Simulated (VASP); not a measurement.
# Ga (C2/c) in VASP: a series of runs, part 2 of 2

VASP 6.6.1.

## 4. Equation of state, PBE, 18.17 Å³/atom (volume scaled by 0.98)

File INCAR:

```
PREC = Accurate
ENCUT = 520
EDIFF = 1E-7
ISMEAR = -1
SIGMA = 0.05
LREAL = F
LASPH = T
NELM = 60
ALGO = Normal
ISIF = 2
LWAVE = F
LCHARG = F
GGA = PE
NBANDS = 20
```

File KPOINTS:

```
Automatic mesh
0
Gamma
  10 10 8
```

File POSCAR:

```
Ga
1.0
    1.3737178411     -3.9994756958      0.0000000000
    1.3737178411      3.9994756958      0.0000000000
   -0.1166592328      0.0000000000      3.3075802485
Ga
2
Direct
    0.1310000000      0.8690000000      0.7500000000
    0.8690000000      0.1310000000      0.2500000000
```

On the command line:

```bash
cat potpaw_PBE.64/Ga_d/POTCAR > POTCAR
mpirun -np 1 vasp_std > vasp.out
```

It took 1.7 min on 1 thread of Intel Xeon Platinum 8488C (Sapphire Rapids), shared host; peak memory 0.26 GiB.

It converged, with:

| Property | Result |
| --- | --- |
| Free energy | -5.7616 eV |
| Pressure | 3.1 GPa |
| Largest force | 0.211 eV/Å |
| Band gap on the k mesh | none (metal or under the smearing width) |

## 5. Equation of state, PBE, 18.91 Å³/atom (volume scaled by 1.02)

File INCAR:

```
  PREC = Accurate
  ENCUT = 520
  EDIFF = 1E-7
  ISMEAR = -1
  SIGMA = 0.05
  LREAL = False
  LASPH = True
  NELM = 80
  ALGO = Normal
  ISIF = 2
  LWAVE = False
  LCHARG = False
  GGA = PE
  NBANDS = 20
```

KPOINTS is that of step 4.

File POSCAR:

```
Ga
1.0
    1.3921592073     -4.0531663400      0.0000000000
    1.3921592073      4.0531663400      0.0000000000
   -0.1182253154      0.0000000000      3.3519825971
Ga
2
Direct
    0.1310000000      0.8690000000      0.7500000000
    0.8690000000      0.1310000000      0.2500000000
```

On the command line:

```bash
cat potpaw_PBE.64/Ga_d/POTCAR > POTCAR
mpirun -np 1 vasp_std > vasp.out
```

It took 93 s on 1 thread of Intel Xeon Platinum 8488C (Sapphire Rapids), shared host; peak memory 0.27 GiB.

It converged, with:

```
Free energy            : -5.7783 eV
Pressure               : 0.7 GPa
Largest force          : 0.195 eV/Å
Band gap on the k mesh : none (metal or under the smearing width)
```

## 6. Equation of state, PBE, 19.28 Å³/atom (volume scaled by 1.04)

File INCAR:

```
  ALGO = Normal
  EDIFF = 1E-7
  ENCUT = 520
  GGA = PE
  ISIF = 2
  ISMEAR = -1
  LASPH = T
  LCHARG = F
  LREAL = F
  LWAVE = F
  NBANDS = 20
  NELM = 60
  PREC = Accurate
  SIGMA = 0.05
```

File KPOINTS:

```
k-points
0
Gamma
  10 10 8
```

File POSCAR:

```
Ga
1.0
    1.4011994555     -4.0794863395      0.0000000000
    1.4011994555      4.0794863395      0.0000000000
   -0.1189930338      0.0000000000      3.3737493278
Ga
2
Direct
    0.1310000000      0.8690000000      0.7500000000
    0.8690000000      0.1310000000      0.2500000000
```

Potentials or basis: VASP PAW PBE potentials, release 64 (Ga_d).

On the command line:

```bash
cat potpaw_PBE.64/Ga_d/POTCAR > POTCAR
mpirun -np 1 vasp_std > vasp.out
```

Wall time 94 s (1 thread of Intel Xeon Platinum 8488C (Sapphire Rapids), shared host); peak memory 0.27 GiB.

The run converged. Its results:

```yaml
Free_energy: -5.7790 eV
Pressure: -0.3 GPa
Largest_force: 0.185 eV/Å
Band_gap_on_the_k_mesh: none (metal or under the smearing width)
```

## 7. Equation of state, PBE, 19.66 Å³/atom (volume scaled by 1.06)

File INCAR:

```
PREC = Accurate
ENCUT = 520
EDIFF = 1E-7
ISMEAR = -1
SIGMA = 0.05
LREAL = False
LASPH = True
NELM = 100
ALGO = Normal
ISIF = 2
LWAVE = False
LCHARG = False
GGA = PE
NBANDS = 20
```

File KPOINTS:

```
regular mesh
0
Gamma
  10 10 8
```

File POSCAR:

```
Ga
1.0
    1.4101245334     -4.1054710295      0.0000000000
    1.4101245334      4.1054710295      0.0000000000
   -0.1197509717      0.0000000000      3.3952387564
Ga
2
Direct
    0.1310000000      0.8690000000      0.7500000000
    0.8690000000      0.1310000000      0.2500000000
```

On the command line:

```bash
cat potpaw_PBE.64/Ga_d/POTCAR > POTCAR
mpirun -np 1 vasp_std > vasp.out
```

It took 1.8 min on 1 thread of Intel Xeon Platinum 8488C (Sapphire Rapids), shared host; peak memory 0.27 GiB.

The run converged. Its results:

```yaml
Free_energy: -5.7757 eV
Pressure: -1.2 GPa
Largest_force: 0.174 eV/Å
Band_gap_on_the_k_mesh: none (metal or under the smearing width)
```

## 8. Equation of state, PBE

Potentials or basis: VASP PAW PBE potentials, release 64 (Ga_d).

This step only gathers the single runs of the series.

What came out:

```
Equilibrium volume                        : 19.17 Å³/atom
Bulk modulus at fixed shape and positions : 49 GPa
Pressure derivative of the bulk modulus   : 5.6
```

Energy against volume, from the lowest point:
```tsv
volume (Å³/atom)	energy (meV/atom)
17.431	29.40
17.801	17.30
18.172	8.70
18.543	3.19
18.914	0.40
19.285	0.00
19.656	1.69
```

Caveat: the cell was scaled at fixed shape and fractional positions, which overstates the stiffness of a crystal with free parameters, most of all of layers and chains.

## 9. Equation of state, PBEsol, 17.43 Å³/atom (volume scaled by 0.94)

File INCAR:

```
PREC = Accurate
ENCUT = 520
EDIFF = 1E-7
ISMEAR = -1
SIGMA = 0.05
LREAL = F
LASPH = T
NELM = 60
ALGO = Normal
ISIF = 2
LWAVE = F
LCHARG = F
GGA = PS
NBANDS = 20
```

KPOINTS is that of step 7.

File POSCAR:

```
Ga
1.0
    1.3547675884     -3.9443034667      0.0000000000
    1.3547675884      3.9443034667      0.0000000000
   -0.1150499344      0.0000000000      3.2619526240
Ga
2
Direct
    0.1310000000      0.8690000000      0.7500000000
    0.8690000000      0.1310000000      0.2500000000
```

Potentials or basis: VASP PAW PBE potentials, release 64 (Ga_d).

On the command line:

```bash
cat potpaw_PBE.64/Ga_d/POTCAR > POTCAR
mpirun -np 1 vasp_std > vasp.out
```

Wall time 50 s (1 thread of Intel Xeon 6975P-C (Granite Rapids), shared host); peak memory 0.25 GiB.

It converged, with:

| Quantity | Value |
| --- | --- |
| Free energy | -6.6756 eV |
| Pressure | 1.9 GPa |
| Largest force | 0.220 eV/Å |
| Band gap on the k mesh | none (metal or under the smearing width) |

Caveat: the PAW data sets were made with another functional, which shifts forces and pressure a little.

## 10. Equation of state, PBEsol, 17.80 Å³/atom (volume scaled by 0.96)

INCAR is that of step 9.

KPOINTS is that of step 9.

File POSCAR:

```
Ga
1.0
    1.3643085195     -3.9720811669      0.0000000000
    1.3643085195      3.9720811669      0.0000000000
   -0.1158601719      0.0000000000      3.2849248782
Ga
2
Direct
    0.1310000000      0.8690000000      0.7500000000
    0.8690000000      0.1310000000      0.2500000000
```

On the command line:

```bash
cat potpaw_PBE.64/Ga_d/POTCAR > POTCAR
mpirun -np 1 vasp_std > vasp.out
```

It took 45 s on 1 thread of Intel Xeon 6975P-C (Granite Rapids), shared host; peak memory 0.25 GiB.

It converged, with:

```
Free energy            : -6.6812 eV
Pressure               : 0.5 GPa
Largest force          : 0.212 eV/Å
Band gap on the k mesh : none (metal or under the smearing width)
```

Caveat: the PAW data sets were made with another functional, which shifts forces and pressure a little.

## 11. Equation of state, PBEsol, 18.17 Å³/atom (volume scaled by 0.98)

INCAR is that of step 10.

KPOINTS is that of step 10.

File POSCAR:

```
Ga
1.0
    1.3737178411     -3.9994756958      0.0000000000
    1.3737178411      3.9994756958      0.0000000000
   -0.1166592328      0.0000000000      3.3075802485
Ga
2
Direct
    0.1310000000      0.8690000000      0.7500000000
    0.8690000000      0.1310000000      0.2500000000
```

On the command line:

```bash
cat potpaw_PBE.64/Ga_d/POTCAR > POTCAR
mpirun -np 1 vasp_std > vasp.out
```

It took 56 s on 1 thread of Intel Xeon 6975P-C (Granite Rapids), shared host; peak memory 0.26 GiB.

The run converged. Its results:

- Free energy: -6.6805 eV
- Pressure: -0.8 GPa
- Largest force: 0.204 eV/Å
- Band gap on the k mesh: none (metal or under the smearing width)

Caveat: the PAW data sets were made with another functional, which shifts forces and pressure a little.

## 12. Equation of state, PBEsol, 18.91 Å³/atom (volume scaled by 1.02)

INCAR is that of step 11.

KPOINTS is that of step 11.

File POSCAR:

```
Ga
1.0
    1.3921592073     -4.0531663400      0.0000000000
    1.3921592073      4.0531663400      0.0000000000
   -0.1182253154      0.0000000000      3.3519825971
Ga
2
Direct
    0.1310000000      0.8690000000      0.7500000000
    0.8690000000      0.1310000000      0.2500000000
```

Potentials or basis: VASP PAW PBE potentials, release 64 (Ga_d).

On the command line:

```bash
cat potpaw_PBE.64/Ga_d/POTCAR > POTCAR
mpirun -np 1 vasp_std > vasp.out
```

It took 61 s on 1 thread of Intel Xeon 6975P-C (Granite Rapids), shared host; peak memory 0.26 GiB.

It converged, with:

```yaml
Free_energy: -6.6633 eV
Pressure: -2.9 GPa
Largest_force: 0.188 eV/Å
Band_gap_on_the_k_mesh: none (metal or under the smearing width)
```

Caveat: the PAW data sets were made with another functional, which shifts forces and pressure a little.

## 13. Equation of state, PBEsol, 19.28 Å³/atom (volume scaled by 1.04)

INCAR is that of step 12.

KPOINTS is that of step 12.

File POSCAR:

```
Ga
1.0
    1.4011994555     -4.0794863395      0.0000000000
    1.4011994555      4.0794863395      0.0000000000
   -0.1189930338      0.0000000000      3.3737493278
Ga
2
Direct
    0.1310000000      0.8690000000      0.7500000000
    0.8690000000      0.1310000000      0.2500000000
```

On the command line:

```bash
cat potpaw_PBE.64/Ga_d/POTCAR > POTCAR
mpirun -np 1 vasp_std > vasp.out
```

It took 55 s on 1 thread of Intel Xeon 6975P-C (Granite Rapids), shared host; peak memory 0.27 GiB.

It converged, with:

```yaml
Free_energy: -6.6480 eV
Pressure: -3.7 GPa
Largest_force: 0.178 eV/Å
Band_gap_on_the_k_mesh: none (metal or under the smearing width)
```

Caveat: the PAW data sets were made with another functional, which shifts forces and pressure a little.

## 14. Equation of state, PBEsol, 19.66 Å³/atom (volume scaled by 1.06)

INCAR is that of step 13.

KPOINTS is that of step 13.

File POSCAR:

```
Ga
1.0
    1.4101245334     -4.1054710295      0.0000000000
    1.4101245334      4.1054710295      0.0000000000
   -0.1197509717      0.0000000000      3.3952387564
Ga
2
Direct
    0.1310000000      0.8690000000      0.7500000000
    0.8690000000      0.1310000000      0.2500000000
```

On the command line:

```bash
cat potpaw_PBE.64/Ga_d/POTCAR > POTCAR
mpirun -np 1 vasp_std > vasp.out
```

It took 56 s on 1 thread of Intel Xeon 6975P-C (Granite Rapids), shared host; peak memory 0.28 GiB.

It converged, with:

- Free energy: -6.6291 eV
- Pressure: -4.4 GPa
- Largest force: 0.168 eV/Å
- Band gap on the k mesh: none (metal or under the smearing width)

Caveat: the PAW data sets were made with another functional, which shifts forces and pressure a little.

## 15. Equation of state, PBEsol

Potentials or basis: VASP PAW PBE potentials, release 64 (Ga_d).

This step only gathers the single runs of the series.

Results:

* Equilibrium volume: 17.94 Å³/atom
* Bulk modulus at fixed shape and positions: 63 GPa
* Pressure derivative of the bulk modulus: 5.5

Energy against volume, from the lowest point:
```
volume (Å³/atom)  energy (meV/atom)
          17.431               2.82
          17.801               0.00
          18.172               0.34
          18.543               3.44
          18.914               8.96
          19.285              16.59
          19.656              26.04
```

Caveat: the cell was scaled at fixed shape and fractional positions, which overstates the stiffness of a crystal with free parameters, most of all of layers and chains; the PAW data sets were made with another functional, which shifts forces and pressure a little.
